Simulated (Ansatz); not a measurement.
# From HSE06 to G0W0: In5GaAsP5 (zincblende [001] superlattice)

Wanted: the gap of In5GaAsP5 (zincblende [001] superlattice) with a many-body correction, and the time that it takes.

Main program and level: Ansatz 0.2.0; HSE06, then G0W0 on it, plane waves, PAW.

## Step 1: Set-up

The cell holds 12 atoms: 5 In, 5 P, 1 Ga and 1 As. Cell: a = 4.133 Å, b = 4.125 Å, c = 17.537 Å, α = 90.0°, β = 90.0°, γ = 90.0°. It derives from InP. Regions: InP, 10 atoms (5 In and 5 P); GaAs, 2 atoms (1 Ga and 1 As). The structure's axis is c.

The structure was relaxed with PBEsol. The runs that relaxed it are not among those shown.

The logs state that the PAW files were generated under PBE.

## Step 2: The starting point: HSE06

HSE06 mixes in a quarter of exact exchange at short range.

This step: DFT, HSE06, plane waves, PAW; PAW set soft_1.

File input.yaml:

```yaml
crystal:
  lattice:
    - [4.1332598782, 0.0, 0.0]
    - [0.0, 4.1253048562, 0.0]
    - [0.0, 0.0, 17.5367592594]
  atoms:
    - { symbol: In, position: [0.0, 0.0, 0.0409443277] }
    - { symbol: P, position: [0.5, 0.0, 0.1251862792] }
    - { symbol: In, position: [0.5, 0.5, 0.2098120849] }
    - { symbol: P, position: [0.0, 0.5, 0.2940255058] }
    - { symbol: In, position: [0.0, 0.0, 0.378538387] }
    - { symbol: P, position: [0.5, 0.0, 0.4627472475] }
    - { symbol: In, position: [0.5, 0.5, 0.5472457918] }
    - { symbol: P, position: [0.0, 0.5, 0.6314348115] }
    - { symbol: In, position: [0.0, 0.0, 0.7158660317] }
    - { symbol: P, position: [0.5, 0.0, 0.8007035066] }
    - { symbol: Ga, position: [0.5, 0.5, 0.8727902691] }
    - { symbol: As, position: [0.0, 0.5, 0.9499982473] }
kpoints:
  mp_grid: { grid: [4, 4, 2] }
  band_path:
    path:
      - [0.0, 0.0, 0.0]
      - [0.5, 0.0, 0.0]
      - [0.5, 0.5, 0.0]
      - [0.0, 0.5, 0.0]
      - [0.0, 0.0, 0.5]
      - [0.5, 0.0, 0.5]
      - [0.5, 0.5, 0.5]
      - [0.0, 0.5, 0.5]
    npoints: 1
hamiltonian:
  xc: hse06
  pseudopotentials: { kind: paw, azcp: { folder: soft_1 } }
scf:
  occupations: { method: fixed }
  n_extra_bands: 8
output:
  eigenvalues: true
  write_density: true
  write_potential: true
  elf: true
  volumetric_format: npy
```

Command:

```
> ansatz run input.yaml --threads 3 --pin off --max-ram 92160MiB --backend cuda --events-out ev --progress --plain --runs-dir out --devices 1 --max-vram 13GiB
```

Numbers of over 12 decimals in the logs are rounded to 6 here.

Log:

```text
scf.n_extra_bands = 8 over 59 filled bands (N_el = 118.0): the run solves 67 bands
GPUs: using 1 of 1 available (devices: 1).
Engine: ansatz 0.2.0, x86_64-unknown-linux-gnu
Pseudopotentials: kind: paw
Pseudopotential: In, paw, valence charge 13, recommended cutoff 420 eV (normal), soft_1/In.paw.azcp
Pseudopotential: P, paw, valence charge 5, recommended cutoff 420 eV (normal), soft_1/P.paw.azcp
Pseudopotential: Ga, paw, valence charge 13, recommended cutoff 420 eV (normal), soft_1/Ga.paw.azcp
Pseudopotential: As, paw, valence charge 15, recommended cutoff 420 eV (normal), soft_1/As.paw.azcp
Functional definition: HSE06
  parameter a = 0.25
  parameter omega = 0.11/bohr
  exchange = pbe_x - a*pbe_x_sr(omega) + a*exact_x_sr(omega)
  correlation = pbe_c
davidson cushion auto → on  (no smearing: the cushion is to keep the highest requested band from converging to the state above it; pin scf.eigensolver.cushion to override)
device memory: the entry about to start is reckoned to put 4.4 GiB on a device that reports 59.6 GiB free (of which the cap on the GPU budget leaves the run 13.0 GiB)
GPU FFT provider: cuFFT
GPU libraries: cuBLAS 13.8.2, cuFFT 12.4.0, cuSOLVER 12.3.4
Crystal: 12 atoms, lattice volume = 299.019 Å³
Basis set: ecut = 420 eV, 5803 PW (Γ)
Bands: 67, of which v1, the nominal top of the filled ones, is band 59 counted from 1 (58 counted from 0)
Symmetry: 4 space group operations
Space group: Pmm2 (ITA 25), of the structure as read, at distance tolerance 6.7e-5 Å
k-points: 18 of 32
Non-local potential: In, projectors of the file, l = 0: 2, l = 1: 2, l = 2: 2, l = 3: 1
Non-local potential: P, projectors of the file, l = 0: 2, l = 1: 2, l = 2: 1
Non-local potential: Ga, projectors of the file, l = 0: 2, l = 1: 2, l = 2: 3, l = 3: 1
Non-local potential: As, projectors of the file, l = 0: 2, l = 1: 2, l = 2: 3, l = 3: 1
PAW form: soft (Blöchl's): semilocal exchange-correlation on the pseudo side does not see the compensation charge
PAW frozen core: In, regenerated for the run's functional, and the local potential with it (the file was generated under x = pbe(κ = 0.804, μ = 0.219515), c = pbe(β = 0.066725))
PAW frozen core: P, regenerated for the run's functional, and the local potential with it (the file was generated under x = pbe(κ = 0.804, μ = 0.219515), c = pbe(β = 0.066725))
PAW frozen core: Ga, regenerated for the run's functional, and the local potential with it (the file was generated under x = pbe(κ = 0.804, μ = 0.219515), c = pbe(β = 0.066725))
PAW frozen core: As, regenerated for the run's functional, and the local potential with it (the file was generated under x = pbe(κ = 0.804, μ = 0.219515), c = pbe(β = 0.066725))
PAW one-centre angular grid: In, 590 points (default); XC on 64 Gauss nodes
PAW one-centre angular grid: P, 110 points (default); XC on 64 Gauss nodes
PAW one-centre angular grid: Ga, 590 points (default); XC on 64 Gauss nodes
PAW one-centre angular grid: As, 590 points (default); XC on 64 Gauss nodes
Initial density: superposition of atomic densities (chi_scale 0.1, normalization cell, long waves kept (reshape's long-wave potential 0.66 eV rms))
Initial wavefunctions: pseudopotential atomic-orbital guess
GPU buffer pool allocated for 108000 grid points (all kernels)
GPU transforms: local potential and band sums: pruned to the plane-wave sphere, on 27×27×120
Functional: x = pbe(κ = 0.804, μ = 0.219515), c = pbe(β = 0.066725), warm-up for x = pbe(κ = 0.804, μ = 0.219515) + 0.25 (exact − pbe) at short range (hse, ω = 0.207870 Å⁻¹), c = pbe(β = 0.066725); HSE06 as pw.x's `hse` composes it (authors' and Libxc's form: `xc: wpbeh`)
SCF iter   1: F=—  HF=-40411.190736 eV  |F-HF|=—  |Δ(HF+E_count)|=         —  Δρ=3.56e-2  dr2=8.25e0  ethr=1.00e-1  ⟨swp⟩=4.9  Hψ=3700  notcnv=0
preconditioner: auto → none  [insulator: Δε(μ)=0.462 eV  Ē_g=12.607 eV  n_scr=68 (ndim 8)  ℏωp=22.3 eV  f_vac=0.000]
SCF iter   2: F=—  HF=-40416.855002 eV  |F-HF|=—  |Δ(HF+E_count)|=    5.66e0  Δρ=3.80e-2  dr2=1.42e2  ethr=6.99e-3  ⟨swp⟩=7.1  Hψ=3616  notcnv=0
SCF iter   3: F=—  HF=-40414.263688 eV  |F-HF|=—  |Δ(HF+E_count)|=    2.59e0  Δρ=2.93e-2  dr2=9.51e1  ethr=6.99e-3  ⟨swp⟩=6.8  Hψ=3451  notcnv=0  defer=46
SCF iter   4: F=—  HF=-40411.824866 eV  |F-HF|=—  |Δ(HF+E_count)|=    2.44e0  Δρ=2.18e-2  dr2=4.56e1  ethr=6.99e-3  ⟨swp⟩=2.8  Hψ=2688  notcnv=0  defer=7
SCF iter   5: F=—  HF=-40410.311501 eV  |F-HF|=—  |Δ(HF+E_count)|=    1.51e0  Δρ=1.14e-2  dr2=3.78e0  ethr=6.99e-3  ⟨swp⟩=4.1  Hψ=2790  notcnv=0
SCF iter   6: F=—  HF=-40410.015885 eV  |F-HF|=—  |Δ(HF+E_count)|=   2.96e-1  Δρ=6.08e-3  dr2=1.16e0  ethr=3.20e-3  ⟨swp⟩=2.7  Hψ=2680  notcnv=0  defer=2
iter 7 solved again at ethr=9.44e-5 eV; its pass at ethr=9.81e-4 eV (dr2=1.11e-1 eV) is discarded
SCF iter   7: F=—  HF=-40409.879991 eV  |F-HF|=—  |Δ(HF+E_count)|=   1.36e-1  Δρ=2.42e-3  dr2=1.09e-1  ethr=9.44e-5  ⟨swp⟩=3.8  Hψ=5684  notcnv=0  defer=2
SCF iter   8: F=—  HF=-40409.866080 eV  |F-HF|=—  |Δ(HF+E_count)|=   1.39e-2  Δρ=1.51e-3  dr2=2.08e-2  ethr=9.21e-5  ⟨swp⟩=4.3  Hψ=2813  notcnv=0  defer=3
SCF iter   9: F=—  HF=-40409.864678 eV  |F-HF|=—  |Δ(HF+E_count)|=   1.40e-3  Δρ=6.01e-4  dr2=4.37e-3  ethr=1.77e-5  ⟨swp⟩=4.3  Hψ=2922  notcnv=0
[...]
SCF 1 stopped early in 13 iterations: F = -40409.864032 eV  dr2 = 2.14e-5
  greatest PAW one-centre occupation: 0.999 electrons in one spin orbital (limit 2), on the As atom at site 11 (counted from 0), in its partial waves of l = 2
device memory: the entry about to start is reckoned to put 5.3 GiB (of the 5.5 GiB reckoned in all, the device holds 0.1 GiB already) on a device that reports 67.4 GiB free (of which the cap on the GPU budget leaves the run 12.9 GiB)
GPU FFT provider: cuFFT
GPU libraries: cuBLAS 13.8.2, cuFFT 12.4.0, cuSOLVER 12.3.4
Initial density: handed on by an earlier stage of this run
Initial wavefunctions: those handed on with the density
GPU buffer pool allocated for 108000 grid points (all kernels)
GPU transforms: local potential and band sums: pruned to the plane-wave sphere, on 27×27×120
Functional: x = pbe(κ = 0.804, μ = 0.219515) + 0.25 (exact − pbe) at short range (hse, ω = 0.207870 Å⁻¹), c = pbe(β = 0.066725); HSE06 as pw.x's `hse` composes it (authors' and Libxc's form: `xc: wpbeh`)
Exchange kernel: α = 0.2500, screened, ω = 0.2079 Å⁻¹, Wigner–Seitz truncation, v(0) = 1040.5809 eV·Å³, q-mesh 4×4×2, nearest image of the exchange supercell L = 16.50 Å, pair-density grid 20×20×75, without the augmentation charges, whose exchange is taken in its separable form by FFT convolution over the k-point mesh (sized by the pseudopotential files, 30×30×120 at the most), smooth part of the exact exchange by density-matrix convolution in up to 10.51 GiB of GPU memory as planned if the GPU has room (build and FFT work areas not counted)
Frozen-core exchange: fock
[...]
preconditioner: auto → none  [insulator: Δε(μ)=1.246 eV  Ē_g=14.903 eV  n_scr=68 (ndim 8)  ℏωp=22.3 eV  f_vac=0.025]
[...]
SCF iter   5: F=—  HF=-40434.254438 eV  |F-HF|=—  |Δ(HF+E_count)|=   4.56e-4  Δρ=3.77e-4  dr2=8.94e-3  ethr=1.81e-7  ⟨swp⟩=7.7  Hψ=5312  notcnv=0  defer=18
SCF iter   6: F=—  HF=-40434.253177 eV  |F-HF|=—  |Δ(HF+E_count)|=   1.26e-3  Δρ=1.31e-4  dr2=1.04e-3  ethr=1.81e-7  ⟨swp⟩=5.2  Hψ=3677  notcnv=0
SCF iter   7: F=—  HF=-40434.253048 eV  |F-HF|=—  |Δ(HF+E_count)|=   1.29e-4  Δρ=3.78e-5  dr2=1.98e-4  ethr=1.81e-7  ⟨swp⟩=4.4  Hψ=2897  notcnv=0  defer=5
SCF iter   8: F=—  HF=-40434.254184 eV  |F-HF|=—  |Δ(HF+E_count)|=   1.14e-3  Δρ=1.54e-4  dr2=1.74e-4  ethr=3.91e-8  ⟨swp⟩=5.4  Hψ=4614  notcnv=0
SCF iter   9: F=-40434.254138 eV  HF=-40434.254146 eV  |F-HF|=7.94e-6  |Δ(HF+E_count)|=   3.77e-5  Δρ=3.07e-5  dr2=1.42e-5  ethr=3.91e-8  ⟨swp⟩=4.5  Hψ=3226  notcnv=0
SCF 2 stopped early in 9 iterations: F = -40434.254138 eV  dr2 = 1.42e-5
hybrid outer 1: dexx = +4.821e-2 eV, tail = 1.32e-4 eV
GPU FFT provider: cuFFT
GPU libraries: cuBLAS 13.8.2, cuFFT 12.4.0, cuSOLVER 12.3.4
GPU buffer pool allocated for 108000 grid points (all kernels)
GPU transforms: local potential and band sums: pruned to the plane-wave sphere, on 27×27×120
Exchange kernel: α = 0.2500, screened, ω = 0.2079 Å⁻¹, Wigner–Seitz truncation, v(0) = 1040.5809 eV·Å³, q-mesh 4×4×2, nearest image of the exchange supercell L = 16.50 Å, pair-density grid 20×20×75, without the augmentation charges, whose exchange is taken in its separable form by FFT convolution over the k-point mesh (sized by the pseudopotential files, 30×30×120 at the most), smooth part of the exact exchange by density-matrix convolution in up to 8.19 GiB of GPU memory as planned if the GPU has room (build and FFT work areas not counted)
Frozen-core exchange: fock
SCF iter   1: F=—  HF=-40434.253342 eV  |F-HF|=—  |Δ(HF+E_count)|=         —  Δρ=4.38e-5  dr2=7.32e-6  ethr=5.58e-7  ⟨swp⟩=3.6  Hψ=2864  notcnv=0
preconditioner: auto → none  [insulator: Δε(μ)=1.309 eV  Ē_g=14.852 eV  n_scr=68 (ndim 8)  ℏωp=22.3 eV  f_vac=0.026]
SCF iter   2: F=—  HF=-40434.253343 eV  |F-HF|=—  |Δ(HF+E_count)|=   1.15e-6  Δρ=1.86e-5  dr2=1.64e-6  ethr=4.77e-9  ⟨swp⟩=4.9  Hψ=4354  notcnv=0
SCF iter   3: F=—  HF=-40434.253346 eV  |F-HF|=—  |Δ(HF+E_count)|=   2.76e-6  Δρ=1.47e-5  dr2=7.84e-7  ethr=1.04e-9  ⟨swp⟩=5.8  Hψ=3762  notcnv=0  defer=3
SCF iter   4: F=—  HF=-40434.253345 eV  |F-HF|=—  |Δ(HF+E_count)|=   1.65e-7  Δρ=5.21e-6  dr2=2.15e-7  ethr=6.24e-10  ⟨swp⟩=4.1  Hψ=2991  notcnv=0
SCF iter   5: F=-40434.253345 eV  HF=-40434.253345 eV  |F-HF|=2.29e-8  |Δ(HF+E_count)|=   2.27e-8  Δρ=2.65e-6  dr2=4.38e-8  ethr=1.42e-10  ⟨swp⟩=4.2  Hψ=2945  notcnv=0
SCF 3 converged in 5 iterations: F = -40434.253345 eV  dr2 = 4.38e-8
hybrid outer 2: dexx = +3.176e-6 eV, tail = 1.54e-7 eV, Δε = 4.04e-3 eV (about 1.74e-4 eV left of the loop's levels)
device memory: the entry about to start is reckoned to put 1.6 GiB on a device that reports 57.6 GiB free (of which the cap on the GPU budget leaves the run 13.0 GiB)
NSCF: frozen V_eff on 8 k-points
hybrid SCF converged: 2 outer / 14 inner (+13 warm-up), last move |dexx| = 3.18e-6 eV, tail = 1.54e-7 eV
Stability not checked: this state was not tested for a lower state beside it, because the functional holds exact exchange (a hybrid, or Hartree-Fock), whose exchange loop this test does not read (fock_operator; see scf.lower_state_search)
Free energy (F): -40434.253345 eV
Frozen-core exchange: fock
Harris-Foulkes:  -40434.253345 eV  (|F-HF|=2.29e-8)
Internal energy: -40434.253345 eV  (E = F + TS)
E sigma→0 (E₀):  -40434.253345 eV
Fermi energy:    6.740568 eV
--- Per-component energies (eV) ---
  E_band       = -807.707833
  E_kinetic    = 1647.116896
  E_local      = -11922.441131  (includes V_loc(G=0)·N_el)
  E_nonlocal   = 1302.758390
  E_hartree    = 5615.005469
  E_xc         = -972.052042
  E_vxc        = -707.649226  (∫ρ·V_xc dr)
  E_exx        = -311.740001  (= α·E_x^exact, valence–valence)
  E_paw        = -27803.515383  (= ΣΔE_a)
  E_vpaw       = -1734.025923  (= ΣTr[D̂ρ^β])
  E_aug_tail   = 0.000573  (compensation charges beyond the density's cutoff)
  E_ewald      = -7990.916007
  E_core_change = 1.529891  (= ΣΔE_core)
  E_smearing   = -0.000000  (= −TS)
  E_closure    = 0.000000  (closes the sum)
  Σ components = -40434.253345   (vs F -40434.253345, Δ=0.00e0)
--- Band table (eV; the first three rows and the last of 18) ---
  k-point 0: bands = [... 55 lower, 5.9620, 6.6465, 6.6632, 6.7406, 8.0496, 8.9544, 9.1353, 9.3046, ... 4 higher]
  k-point 1: bands = [... 55 lower, 6.3175, 6.3276, 6.4380, 6.5772, 8.7239, 8.9045, 9.1277, 9.1710, ... 4 higher]
  k-point 2: bands = [... 55 lower, 5.8636, 5.9086, 6.0241, 6.3939, 9.0643, 9.3372, 9.5902, 9.7960, ... 4 higher]
  k-point 17: bands = [... 55 lower, 3.8949, 3.9157, 4.0257, 4.0566, 9.3300, 9.4288, 9.4699, 9.6171, ... 4 higher]
```

Wall time 67 s (1 × NVIDIA H100 80GB HBM3 (shared by 6 runs) with 3 threads of AMD EPYC 7R13 (Zen 3), shared host); peak memory 1.9 GiB.

The column dr2 measures how far the density is from self-consistency, as an energy; F and HF (Harris–Foulkes) agree once it is small.

Numbers from this step:

| Property | Result |
| --- | --- |
| gap | 1.309 eV |
| valence top at | Γ |
| conduction bottom at | Γ |
| least direct gap | 1.309 eV |
| exact-exchange fraction | 0.25 |

Over mesh and listed points the gap is 1.309 eV, direct, at k = Γ. The program's warnings for this run: metallic iterate.

Valence density in the ca plane at fractional y = 0.500, with atoms of In and P and Ga and As within 0.2 Å of it. It is the smooth field of the valence electrons, not physical close to the nuclei.

Values in e/Å³, 6 rows by 16 columns, each cell a mean:
```
 0  0  0  0  1  0  0  0  0  1  1  0  0  0  1  6
 0  0  0  1  0  0  0  0  1  1  0  0  0  0  1  0
 0  0  1  6  1  0  0  0  5  3  0  0  0  5  8  0
 0  0  1  4  0  0  0  0  3  2  0  0  0  3  4  0
 0  0  0  0  1  0  0  0  0  0  0  0  0  0  0  1
 0  0  0  0  0  0  0  0  0  1  0  0  0  0  2 12
```
Columns run along c (17.5 Å), rows up along a (4.1 Å). Atoms in or near the plane, at fractional coordinates: In at (0.21, 0.50), P at (0.29, 0.00), In at (0.55, 0.50), P at (0.63, 0.00), Ga at (0.87, 0.50), As at (0.95, 0.00).

ELF in the ca plane at fractional y = 0.500, with atoms of In and P and Ga and As within 0.2 Å of it. It is the smooth field of the valence electrons, not physical close to the nuclei.

Ten even steps from '0' (0.00) to '9' (0.88), each cell a mean:
```
76200000258931686200000269821786200002676215
64100001237998874100001247997874100012588766
41000012222588641000012223688641000122247875
10000122111244310000122111244210000222113552
00000122000221000000122000221000001220002220
00000122000222100000122001222100001221002331
20000112212366420000122212366420000122225764
53000011224898763000012225898752000012468876
65200001248974785200001258974785100002687446
76300000258710587300000268700686200002675104
```
Columns run along c (17.5 Å), rows up along a (4.1 Å). Atoms in or near the plane, at fractional coordinates: In at (0.21, 0.50), P at (0.29, 0.00), In at (0.55, 0.50), P at (0.63, 0.00), Ga at (0.87, 0.50), As at (0.95, 0.00).

(Part 1 of 2 ends here.)

[Paths, hosts, dates, memory and timing lines, banners, echoed tables and standing remarks are left out of the program output.]

[Logs are printed without paths, hosts, clocks, repeated set-up lines and the standing remarks that a program may print on its own settings, such as how far it seeks lower states.]

[Runs of the session that timed out or met a known fault of the program may be left out.]

[Cells called generated may have been cut or substituted from an entry of the Crystallography Open Database or the Materials Project.]

[Hosts, paths, dates, database ids (printed as entryN), source tags and the programs' standing remarks are cut or masked in the printed files.]

[Where an RPA ε∞ is given, it is that of the G0W0 mesh and is not shown converged in it. Names of k-points follow the symmetry that the program found, which can be lower than the space group named. Band edges on a path are those of the sampled points; other points can move an edge, and change direct to indirect where valleys lie close.]

[Hybrid gaps are those of their k-mesh and are not shown converged in it.]
